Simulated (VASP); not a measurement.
# GaSb (F-43m) in VASP: further runs, part 2 of 2

VASP 6.6.1. Earlier steps stand in the parts before.

### 3 Single point, r2SCAN (volume changed by +3%)

POSCAR reads:

```
GaSb
1.0
    0.0000000000      3.0962420905      3.0962420905
    3.0962420905      0.0000000000      3.0962420905
    3.0962420905      3.0962420905      0.0000000000
Ga Sb
1 1
Direct
    0.0000000000      0.0000000000      0.0000000000
    0.2500000000      0.2500000000      0.2500000000
```

INCAR.step1 reads:

```
SYSTEM = GaSb
PREC = Accurate
ENCUT = 550
ISMEAR = -1
SIGMA = 0.02
LREAL = .FALSE.
LASPH = .TRUE.
NELM = 120
NBANDS = 21
GGA = PE
ALGO = Normal
EDIFF = 1E-5
LWAVE = .TRUE.
LCHARG = .FALSE.
GGA_COMPAT = .FALSE.
```

INCAR.step2 reads:

```
SYSTEM = GaSb
PREC = Accurate
ENCUT = 550
EDIFF = 1E-6
ISMEAR = -1
SIGMA = 0.02
LREAL = .FALSE.
LASPH = .TRUE.
NELM = 120
ALGO = Normal
ISIF = 2
LWAVE = .FALSE.
LCHARG = .FALSE.
METAGGA = R2SCAN
LMIXTAU = .TRUE.
NBANDS = 21
ISTART = 1
GGA_COMPAT = .FALSE.
```

KPOINTS reads:

```
regular mesh
0
G
  6 6 6
  0 0 0
```

Potentials or basis: VASP PAW PBE potentials, release 64 (Ga_d, Sb_d_GW).

On the command line:

```
> cat potpaw_PBE.64/Ga_d/POTCAR potpaw_PBE.64/Sb_d_GW/POTCAR > POTCAR
> cp INCAR.step1 INCAR
> mpirun -np 1 vasp_std > vasp.out
> cp INCAR.step2 INCAR
> mpirun -np 1 vasp_std > vasp.out
```

OUTCAR:

```text
SYSTEM = GaSb
   PREC = Accurate
   ENCUT = 550
   EDIFF = 1E-6
   ISMEAR = -1
   LREAL = .FALSE.
   LASPH = .TRUE.
   NELM = 120
   ISIF = 2
   METAGGA = R2SCAN
   ISTART = 1

 ion  position               nearest neighbor table
   1  0.000  0.000  0.000-   2 2.68   2 2.68   2 2.68   2 2.68
   2  0.250  0.250  0.250-   1 2.68   1 2.68   1 2.68   1 2.68

  LATTYP: Found a face centered cubic cell.
 ALAT       =     6.1924841810

  Lattice vectors:

 A1 = (   0.0000000000,   3.0962420905,   3.0962420905)
 A2 = (   3.0962420905,   0.0000000000,   3.0962420905)
 A3 = (   3.0962420905,   3.0962420905,   0.0000000000)

Analysis of symmetry for initial positions (statically):
=====================================================================
 Subroutine PRICEL returns:
 Original cell was already a primitive cell.

 Routine SETGRP: Setting up the symmetry group for a
 face centered cubic supercell.

 Subroutine GETGRP returns: Found 24 space group operations
 (whereof 24 operations were pure point group operations)
 out of a pool of 48 trial point group operations.

The static configuration has the point symmetry T_d .

Analysis of symmetry for dynamics (positions and initial velocities):
=====================================================================
 Subroutine PRICEL returns:
 Original cell was already a primitive cell.

 Routine SETGRP: Setting up the symmetry group for a
 face centered cubic supercell.

 Subroutine GETGRP returns: Found 24 space group operations
 (whereof 24 operations were pure point group operations)
 out of a pool of 48 trial point group operations.

The dynamic configuration has the point symmetry T_d .

 Subroutine INISYM returns: Found 24 space group operations
 (whereof 24 operations are pure point group operations),
 and found     1 'primitive' translations

----------------------------------------------------------------------------------------

                                     Primitive cell

  volume of cell :      59.3656

  direct lattice vectors                    reciprocal lattice vectors
     0.000000000  3.096242091  3.096242091    -0.161486081  0.161486081  0.161486081
     3.096242091  0.000000000  3.096242091     0.161486081 -0.161486081  0.161486081
     3.096242091  3.096242091  0.000000000     0.161486081  0.161486081 -0.161486081

  length of vectors
     4.378747557  4.378747557  4.378747557     0.279702096  0.279702096  0.279702096

  position of ions in fractional coordinates (direct lattice)
     0.000000000  0.000000000  0.000000000
     0.250000000  0.250000000  0.250000000

  ion indices of the primitive-cell ions
   primitive index   ion index
                 1           1
                 2           2

----------------------------------------------------------------------------------------

 KPOINTS: regular mesh

Automatic generation of k-mesh.
 Grid dimensions read from file:
 generate k-points for:    6    6    6

 Generating k-lattice:

  Cartesian coordinates                     Fractional coordinates (reciprocal lattice)
    -0.026914347  0.026914347  0.026914347     0.166666667  0.000000000  0.000000000
     0.026914347 -0.026914347  0.026914347     0.000000000  0.166666667  0.000000000
     0.026914347  0.026914347 -0.026914347     0.000000000  0.000000000  0.166666667

  Length of vectors
     0.046617016  0.046617016  0.046617016

  Shift w.r.t. Gamma in fractional coordinates (k-lattice)
     0.000000000  0.000000000  0.000000000

 Subroutine IBZKPT returns following result:
 ===========================================

 Found     16 irreducible k-points:

 Following reciprocal coordinates:
            Coordinates               Weight
  0.000000  0.000000  0.000000      1.000000
  0.166667  0.000000  0.000000      8.000000
  0.333333  0.000000  0.000000      8.000000
  0.500000  0.000000  0.000000      4.000000
  0.166667  0.166667  0.000000      6.000000
  0.333333  0.166667  0.000000     24.000000
[... 8 lines left out ...]
 -0.333333  0.333333  0.166667     24.000000
 -0.333333  0.500000  0.166667     12.000000
   k-points           NKPTS =     16   k-points in BZ     NKDIM =     16   number of bands    NBANDS=     21
   number of dos      NEDOS =    301   number of ions     NIONS =      2
   total plane-waves  NPLWV =  46656
   dimension x,y,z NGX =    36 NGY =   36 NGZ =   36
   dimension x,y,z NGXF=    72 NGYF=   72 NGZF=   72
   ions per type =               1   1
   NGX,Y,Z   is equivalent  to a cutoff of  13.67, 13.67, 13.67 a.u.
   NGXF,Y,Z  is equivalent  to a cutoff of  27.34, 27.34, 27.34 a.u.
 SYSTEM =  GaSb
   PREC   = accura    normal or accurate (medium, high low for compatibility)
   ISTART =      1    job   : 0-new  1-cont  2-samecut
   ICHARG =      0    charge: 1-file 2-atom 10-const
   ISPIN  =      1    spin polarized calculation?
   LNONCOLLINEAR =      F non collinear calculations
   LSORBIT =      F    spin-orbit coupling
   LASPH  =      T    aspherical Exc in radial PAW
   ENCUT  =  550.0 eV  40.42 Ry    6.36 a.u.   8.37  8.37  8.37*2*pi/ulx,y,z
   NELM   =    120;   NELMIN=  2; NELMDL=  0     # of ELM steps
   EDIFF  = 0.1E-05   stopping-criterion for ELM
   LREAL  =      F    real-space projection
   EDIFFG = 0.1E-04   stopping-criterion for IOM
   NSW    =      0    number of steps for IOM
   IBRION =     -1    ionic relax: 0-MD 1-quasi-New 2-CG
   NFREE  =      0    steps in history (QN), initial steepest desc. (CG)
   ISIF   =      2    stress and relaxation
   ISYM   =      2    0-nonsym 1-usesym 2-fastsym
   POTIM  = 0.5000    time-step for ionic-motion
   TEBEG  =    0.0;   TEEND  =   0.0 temperature during run
   PSTRESS=    0.0 pullay stress
   NELECT =      28.0000    total number of electrons
   NUPDOWN=      -1.0000    fix difference up-down
   EMIN   =  10.00;   EMAX   =-10.00  energy-range for DOS
   EFERMI =   0.00;   METHOD = LEGACY
   ISMEAR =    -1;   SIGMA  =   0.02  broadening in eV -4-tet -1-fermi 0-gaus
   EFERMI_NEDOS =   21; number of points for ismear=-14 and -15
   IALGO  =     38    algorithm
   IMIX   =      4    mixing-type and parameters
     AMIX     =   0.40;   BMIX     =  1.00
     AMIX_MAG =   1.60;   BMIX_MAG =  1.00
  volume/ion in A,a.u.               =      29.68       200.31
  Fermi-wavevector in a.u.,A,eV,Ry     =   1.274332  2.408138 22.094802  1.623922
  Thomas-Fermi vector in A             =   2.407106
   LORBIT       =      0    0 simple, 1 ext, 2 COOP (PROOUT), +10 PAW based schemes
   METAGGA = R2SCAN    functional components
   LHFCALC =     F    Hartree Fock is set to
   AEXX    =    0.0000 exact exchange contribution
   IVDW    =     0    specifies the selected vdW correction
   LEPSILON=     F    determine dielectric tensor
   LRPA    =     F    only Hartree local field effects (RPA)
 non-spin polarized calculation
  energy-cutoff  :      550.00
  volume of cell :       59.37
 maximum number of plane-waves:      1807
 NGX is ok and might be reduce to    36
   NGX = 17   NGY = 17   NGZ = 17

 number of electron      27.9999984 magnetization

 Free energy of the ion-electron system (eV)
  ---------------------------------------------------
  ext. energy  EPLUGINS =         0.00000000
  ---------------------------------------------------
  free energy    TOTEN  =       -37.60387119 eV

  energy without entropy =      -37.60382811  energy(sigma->0) =      -37.60384965

 E-fermi :   3.4407     XC(G=0):  -9.8891

 val. band max:        3.3422027135   @ k =   0.0000   0.0000   0.0000
 cond. band min:       3.5169287602   @ k =   0.0000   0.0000   0.0000
 fundamental gap:      0.1747260468
 Fermi energy:         3.4406981565

 k-point     1 :       0.0000    0.0000    0.0000
  band No.  band energies     occupation
      1     -26.0786      2.00000
      2     -26.0786      2.00000
      3     -26.0786      2.00000
      4     -26.0557      2.00000
      5     -26.0557      2.00000
      6     -12.0932      2.00000
[... 13 lines left out ...]
     20      12.4671      0.00000
     21      12.4671      0.00000
[... 337 lines left out ...]
 k-point    16 :      -0.3333    0.5000    0.1667
  band No.  band energies     occupation
      1     -26.0794      2.00000
      2     -26.0747      2.00000
      3     -26.0726      2.00000
      4     -26.0565      2.00000
      5     -26.0534      2.00000
      6     -12.1318      2.00000
[... 13 lines left out ...]
     20      13.9169      0.00000
     21      15.2560      0.00000

------------------------ aborting loop because EDIFF is reached ----------------------------------------

  FORCE on cell =-STRESS in cart. coord.  units (eV):
  Direction    XX          YY          ZZ          XY          YZ          ZX
  --------------------------------------------------------------------------------------
  -------------------------------------------------------------------------------------
  Total       -0.5537966     -0.5537966     -0.5537966      0.0000000     -0.0000000      0.0000000
  in kB      -14.9460409    -14.9460409    -14.9460409      0.0000000     -0.0000000      0.0000000
  external PRESSURE =     -14.9460409 kB  Pullay stress =       0.0000000 kB

 VOLUME and BASIS-vectors are now :
 -----------------------------------------------------------------------------
  energy-cutoff  :      550.00
  volume of cell :       59.37
      direct lattice vectors                 reciprocal lattice vectors
     0.000000000  3.096242091  3.096242091    -0.161486081  0.161486081  0.161486081
     3.096242091  0.000000000  3.096242091     0.161486081 -0.161486081  0.161486081
     3.096242091  3.096242091  0.000000000     0.161486081  0.161486081 -0.161486081

 POSITION                                       TOTAL-FORCE (eV/Angst)
 -----------------------------------------------------------------------------------
      0.00000      0.00000      0.00000        -0.000000     -0.000000     -0.000000
      1.54812      1.54812      1.54812         0.000000      0.000000      0.000000
 -----------------------------------------------------------------------------------
    total drift:                                0.000000      0.000000     -0.000000

  FREE ENERGIE OF THE ION-ELECTRON SYSTEM (eV)
  ---------------------------------------------------
  free  energy   TOTEN  =       -37.6038711857 eV

  energy  without entropy=      -37.6038281107  energy(sigma->0) =      -37.60384965
```

It took 53 s on 1 thread of Intel Xeon 6975P-C (Granite Rapids), shared host; peak memory 0.23 GiB.

Results:

```
Free energy            : -37.6039 eV
Pressure               : -1.5 GPa
Band gap on the k mesh : 0.17 eV, direct
```

Levels at points of the mesh, in eV from the valence-band top:
```
           k point  band 11  band 12  band 13  band 14  band 15  band 16  band 17  band 18
(0.00, 0.00, 0.00)   -11.67     0.00     0.00     0.00     0.17     3.00     3.00     3.00
(0.50, 0.00, 0.00)   -10.05    -6.39    -1.15    -1.15     0.60     4.03     4.03     6.94
(0.50, 0.50, 0.00)    -9.22    -6.87    -2.56    -2.56     1.16     1.55     9.05     9.05
```

Caveat: the PAW data sets were made with another functional, which shifts forces and pressure a little; spin-orbit coupling is left out, which moves the levels of the heavy elements. A k mesh can miss the band edges.

### 4 Single point, r2SCAN

POSCAR reads:

```
GaSb
1.0
    0.0000000000      3.0658848210      3.0658848210
    3.0658848210      0.0000000000      3.0658848210
    3.0658848210      3.0658848210      0.0000000000
Ga Sb
1 1
Direct
    0.0000000000      0.0000000000      0.0000000000
    0.2500000000      0.2500000000      0.2500000000
```

INCAR.step1 reads:

```
  ALGO = Normal
  EDIFF = 1E-5
  ENCUT = 550
  GGA = PE
  GGA_COMPAT = False
  ISMEAR = -1
  LASPH = True
  LCHARG = False
  LREAL = False
  LWAVE = True
  NBANDS = 21
  NELM = 120
  PREC = Accurate
  SIGMA = 0.02
```

INCAR.step2 reads:

```
  ALGO = Normal
  EDIFF = 1E-6
  ENCUT = 550
  GGA_COMPAT = False
  ISIF = 2
  ISMEAR = -1
  ISTART = 1
  LASPH = True
  LCHARG = False
  LMIXTAU = True
  LREAL = False
  LWAVE = False
  METAGGA = R2SCAN
  NBANDS = 21
  NELM = 120
  PREC = Accurate
  SIGMA = 0.02
```

KPOINTS reads:

```
k-points
0
Gamma
  8 8 8
```

On the command line:

```
> cat potpaw_PBE.64/Ga_d/POTCAR potpaw_PBE.64/Sb_d_GW/POTCAR > POTCAR
> cp INCAR.step1 INCAR
> mpirun -np 1 vasp_std > vasp.out
> cp INCAR.step2 INCAR
> mpirun -np 1 vasp_std > vasp.out
```

Run time: 4.4 min. Hardware: 1 thread of AMD EPYC 7R43 (Zen 3), shared host; peak memory 0.21 GiB.

The run converged. Its results:

```
Free energy            : -37.6331 eV
Pressure               : 0.0 GPa
Band gap on the k mesh : 0.40 eV, direct
```

Levels at points of the mesh, in eV from the valence-band top:
```
           k point  band 10  band 11  band 12  band 13  band 14  band 15  band 16  band 17  band 18  band 19
(0.00, 0.00, 0.00)   -15.42   -11.88     0.00     0.00     0.00     0.40     2.99     2.99     2.99     6.35
(0.50, 0.00, 0.00)   -15.42   -10.18    -6.54    -1.20    -1.20     0.67     4.03     4.03     6.94     9.95
(0.50, 0.50, 0.00)   -15.42    -9.31    -7.00    -2.67    -2.67     1.13     1.50     9.26     9.26    10.75
```

Caveat: the PAW data sets were made with another functional, which shifts forces and pressure a little; spin-orbit coupling is left out, which moves the levels of the heavy elements.

### 5 Single point, r2SCAN (volume changed by -3%)

POSCAR reads:

```
GaSb
1.0
    0.0000000000      3.0349141700      3.0349141700
    3.0349141700      0.0000000000      3.0349141700
    3.0349141700      3.0349141700      0.0000000000
Ga Sb
1 1
Direct
    0.0000000000      0.0000000000      0.0000000000
    0.2500000000      0.2500000000      0.2500000000
```

INCAR.step1 reads:

```
PREC = Accurate
ENCUT = 550
ISMEAR = -1
SIGMA = 0.02
LREAL = F
LASPH = T
NELM = 120
NBANDS = 21
GGA = PE
ALGO = Normal
EDIFF = 1E-5
LWAVE = T
LCHARG = F
GGA_COMPAT = F
```

INCAR.step2 reads:

```
PREC = Accurate
ENCUT = 550
EDIFF = 1E-6
ISMEAR = -1
SIGMA = 0.02
LREAL = F
LASPH = T
NELM = 120
ALGO = Normal
ISIF = 2
LWAVE = F
LCHARG = F
METAGGA = R2SCAN
LMIXTAU = T
NBANDS = 21
ISTART = 1
GGA_COMPAT = F
```

KPOINTS reads:

```
regular mesh
0
Gamma
  6 6 6
```

On the command line:

```
> cat potpaw_PBE.64/Ga_d/POTCAR potpaw_PBE.64/Sb_d_GW/POTCAR > POTCAR
> cp INCAR.step1 INCAR
> mpirun -np 1 vasp_std > vasp.out
> cp INCAR.step2 INCAR
> mpirun -np 1 vasp_std > vasp.out
```

Wall time 2.3 min (1 thread of AMD EPYC 7R43 (Zen 3), shared host); peak memory 0.2 GiB.

It converged, with:

| Quantity | Value |
| --- | --- |
| Free energy | -37.6018 eV |
| Pressure | 1.8 GPa |
| Band gap on the k mesh | 0.63 eV, direct |

Levels at points of the mesh, in eV from the valence-band top:
| k point | band 11 | band 12 | band 13 | band 14 | band 15 | band 16 | band 17 | band 18 |
| --- | --- | --- | --- | --- | --- | --- | --- | --- |
| (0.00, 0.00, 0.00) | -12.10 | 0.00 | 0.00 | 0.00 | 0.63 | 2.98 | 2.98 | 2.98 |
| (0.50, 0.00, 0.00) | -10.32 | -6.70 | -1.25 | -1.25 | 0.74 | 4.03 | 4.03 | 6.92 |
| (0.50, 0.50, 0.00) | -9.40 | -7.15 | -2.78 | -2.78 | 1.10 | 1.44 | 9.47 | 9.47 |

Caveat: the PAW data sets were made with another functional, which shifts forces and pressure a little; spin-orbit coupling is left out, which moves the levels of the heavy elements.

### 6 The runs side by side

| cell | k mesh | gap on the mesh (eV) | pressure (GPa) |
| --- | --- | --- | --- |
| a = 4.336 Å, angles 60.0°, 2 atoms | 6 × 6 × 6 | 0.40 | 0.0 |
| a = 4.379 Å, angles 60.0°, 2 atoms | 6 × 6 × 6 | 0.17 | -1.5 |
| a = 4.336 Å, angles 60.0°, 2 atoms | 8 × 8 × 8 | 0.40 | 0.0 |
| a = 4.292 Å, angles 60.0°, 2 atoms | 6 × 6 × 6 | 0.63 | 1.8 |

Alike in all rows: task single point; level r2SCAN; potentials or basis VASP PAW PBE potentials, release 64 (Ga_d, Sb_d_GW); no spin polarisation; cutoff (eV) 550; smearing fermi-dirac 0.02 eV.

Caveats: the PAW data sets were made with another functional, which shifts forces and pressure a little; spin-orbit coupling is left out, which moves the levels of the heavy elements.

Total energies depend on the potentials used, so only differences within one code and one set of settings carry meaning.

### 7 Against experiment

Step 2. Against the measured gap of GaSb, 0.811 eV (direct; 4.2 K; a printed reference work, data compilation), the calculated 0.40 eV is off by -0.42 eV. Spin-orbit coupling on Ga, Sb is left out. The value is that of r2SCAN on a finite k mesh, which can miss the band edges, without temperature or zero-point motion.

Step 4. Against the measured gap of GaSb, 0.811 eV (direct; 4.2 K; a printed reference work, data compilation), the calculated 0.40 eV is off by -0.41 eV. Spin-orbit coupling on Ga, Sb is left out. The value is that of r2SCAN on a finite k mesh, which can miss the band edges, without temperature or zero-point motion.
